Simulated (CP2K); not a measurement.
Runs of CP2K 2026.2 on Sb. The typed cell holds 1 atom: a = 3.520 Å, b = 3.489 Å, c = 3.551 Å, α = 126.62°, β = 127.33°, γ = 78.30°. This isn't the form of Sb at room conditions, which is rhombohedral.

| potentials or basis | basis sets | potentials | ADDED_MOS | gap on the mesh (eV) | pressure (GPa) |
| --- | --- | --- | --- | --- | --- |
| GTH_POTENTIALS Sb GTH-PBE-q5; SZV-MOLOPT-SR-GTH basis | Sb SZV-MOLOPT-SR-GTH-q5 | Sb GTH-PBE-q5 of GTH_POTENTIALS | [1] | none | 9.5 |
| POTENTIAL_UZH Sb GTH-PBE-q5; TZV2P-MOLOPT-PBE-GTH basis | Sb TZV2P-MOLOPT-PBE-GTH-q5 | Sb GTH-PBE-q5 of POTENTIAL_UZH | [8] | none | (a) |
| POTENTIAL_UZH Sb GTH-PBE-q5; ccGRB-D basis | Sb ccGRB-D-q5 | Sb GTH-PBE-q5 of POTENTIAL_UZH | [8] | none | (b) |
| POTENTIAL_UZH Sb GTH-PBE-q5; TZVP-MOLOPT-PBE-GTH basis | Sb TZVP-MOLOPT-PBE-GTH-q5 | Sb GTH-PBE-q5 of POTENTIAL_UZH | [8] | none | 3.3 |
| GTH_POTENTIALS Sb GTH-PBE-q5; TZVP-MOLOPT-SR-GTH basis | Sb TZVP-MOLOPT-SR-GTH-q5 | Sb GTH-PBE-q5 of GTH_POTENTIALS | [8] | none | 3.7 |
| POTENTIAL_UZH Sb GTH-PBE-q5; DZVP-MOLOPT-PBE-GTH basis | Sb DZVP-MOLOPT-PBE-GTH-q5 | Sb GTH-PBE-q5 of POTENTIAL_UZH | [8] | none | 3.7 |
| GTH_POTENTIALS Sb GTH-PBE-q5; DZVP-MOLOPT-SR-GTH basis | Sb DZVP-MOLOPT-SR-GTH-q5 | Sb GTH-PBE-q5 of GTH_POTENTIALS | [8] | none | 3.4 |

Alike in all rows: task band structure; level PBE; no spin polarisation; cell as given; k mesh 10 × 10 × 12; smearing fermi-dirac 0.05 eV.

Task: Fill in the values left out.

Result: (a) 2.5; (b) 3.9.

Caveats: spin-orbit coupling is left out, which moves the levels of the heavy elements; the basis of atomic orbitals isn't converged, which shifts pressures, moduli and gaps; a minimal basis gives rough bond lengths, pressures and levels (some runs).

A k mesh can miss the band edges, and the runs leave out spin-orbit coupling on Sb.

A gap of «none» marks a metal or a gap under the smearing width.
